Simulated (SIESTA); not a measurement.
Crystal: Sn.

```
Sn
1.0
     0.00000    3.23334    3.23334
     3.23334    0.00000    3.23334
     3.23334    3.23334    0.00000
Sn
2
Direct
  0.75000 0.75000 0.75000
  0.50000 0.50000 0.50000
```

This isn't the form of Sn at room conditions, which is tetragonal (white tin).

* Program: SIESTA 5.4.2
* Task: relaxation of cell and atoms
* Functional: PBE
* Potentials or basis: PseudoDojo 0.4 standard (PBE files)
* Basis: SZP (energy shift 0.003 Ry)
* Grid cutoff: 500 Ry
* Energy shift: 0.003 Ry
* k mesh: 5 × 5 × 5
* Occupations: fermi-dirac, width 0.05 eV
* Spin: no spin polarisation

At the start: pressure 5.3 GPa; volume 33.80 Å³/atom.

Task: Where does the relaxation end?

Result: Over 4 steps the energy falls by 68.7 meV/atom and the volume is 38.40 Å³/atom (+13.6 %); space group Fd-3m (No. 227, to 0.05 Å).

The path:
```csv
step,energy change (eV),largest force (eV/Å),pressure (GPa),volume (Å³)
1,0.0000,0.0001,5.35,67.61
2,-0.0122,0.0001,5.07,67.98
3,-0.1364,0.0003,0.41,75.86
4,-0.1374,0.0000,-0.01,76.79
```

Final structure:
```
Sn
1.0
     0.00047    3.37385    3.37385
     3.37385    0.00047    3.37385
     3.37385    3.37385    0.00047
Sn
2
Direct
  0.74999 0.74999 0.74999
  0.50001 0.50001 0.50001
```

Caveat: the basis of atomic orbitals isn't converged, which shifts pressures, moduli and gaps.
